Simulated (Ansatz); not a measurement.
## What a trial cell of Al relaxes into

Computed with Ansatz 0.2.0, DFT PBE, scalar-relativistic, plane waves, PAW. Cutoff 420 eV, Γ-centred k mesh, Gaussian smearing, no spin polarisation in the final step.

Al was placed on the black phosphorus structure type (Cmce, No. 64), at a guessed volume.

```
CELL_PARAMETERS angstrom
1.60099 -5.07867 0.00000
1.60099 5.07867 0.00000
0.00000 0.00000 4.23706
ATOMIC_POSITIONS crystal
Al 0.09800 0.90200 0.91000
Al 0.59800 0.40200 0.59000
Al 0.90200 0.09800 0.09000
Al 0.40200 0.59800 0.41000
```

Cell and atoms relax at zero pressure; the relaxation can't lower the symmetry of the start. After a coarse first stage the cell is made exact in the group found at 0.06 Å.

Energies count from the standard state of Al at the same level.

Problem. What does it relax into?

Solution. It ends in Fmmm (No. 69). Conventional cell: a = 2.804 Å, b = 4.919 Å, c = 10.383 Å. Al has 9 Al at 2.74–2.83 Å.

```cif
data_structure
_symmetry_space_group_name_H-M 'Fmmm'
_symmetry_Int_Tables_number 69
_cell_length_a 2.8042
_cell_length_b 4.9194
_cell_length_c 10.3833
_cell_angle_alpha 90.000
_cell_angle_beta 90.000
_cell_angle_gamma 90.000
_cell_volume 143.24
loop_
_atom_site_label
_atom_site_type_symbol
_atom_site_symmetry_multiplicity
_atom_site_Wyckoff_symbol
_atom_site_fract_x
_atom_site_fract_y
_atom_site_fract_z
_atom_site_occupancy
Al1 Al 8 i 0.00000 0.00000 0.86784 1
```

Problem. What are its volume, energy, density and gap?

Solution. The volume per atom is 17.90 Å³, the density is 2.50 g/cm³ and the energy over the standard structure is 0.13 eV/atom. The gap on the 22×22×22 mesh is 0 eV (a metal).

The final run used a 22×22×22 mesh on its 2-atom cell and 0.10 eV smearing. The k mesh leaves about 4 meV/atom of noise in metals. A structure relaxed within its symmetry needn't be a true minimum.